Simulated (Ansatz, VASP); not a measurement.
SiC: VASP beside Ansatz

```
Si C
1.0
    -3.09185    0.00000    0.00000
     0.00000    0.00000   -5.07431
     0.00000   -5.35525    0.00000
Si C
4 4
Direct
  0.50000 0.49542 0.83333
  0.00000 0.49542 0.33333
  0.00000 0.99542 0.66667
  0.50000 0.99542 0.16667
  0.50000 0.11958 0.83333
  0.00000 0.11958 0.33333
  0.00000 0.61958 0.66667
  0.50000 0.61958 0.16667
```

Alike in both runs: task single point; functional PBE; k mesh 4 × 4 × 4; occupations gaussian, width 0.1 eV; no spin polarisation.

|  | VASP | Ansatz |
| --- | --- | --- |
| version | VASP 6.6.1 | Ansatz 0.2.0 |
| potentials or method | VASP PAW PBE potentials, release 64 (Si, C) | scalar-relativistic, plane waves, PAW |
| plane-wave cutoff (eV) | 520 | 420 |
| valence electrons in the cell | 32 | 32 |

Ansatz gave:

| Property | Result |
| --- | --- |
| gap on the k mesh at the Fermi level (eV) | 2.55 |
| least direct gap on the mesh (eV) | 2.75 |
| pressure (GPa) | 0.1 |
| largest component of the traceless stress (GPa) | 0.65 |
| rms of the force components (eV/Å) | 0.014 |

Q: What did VASP give for the same quantities?

A: gap on the k mesh at the Fermi level (eV): 2.54; least direct gap on the mesh (eV): 2.74; pressure (GPa): 0.0; largest component of the traceless stress (GPa): 0.64; rms of the force components (eV/Å): 0.014.

Atom by atom the forces differ by 0.000 eV/Å (rms over components). The functional is the same, so the differences come from potentials, cutoffs and numerics.

Caveats: the k mesh is coarse (spacing up to 0.51 Å⁻¹), so the values aren't converged. A k mesh can miss the band edges.
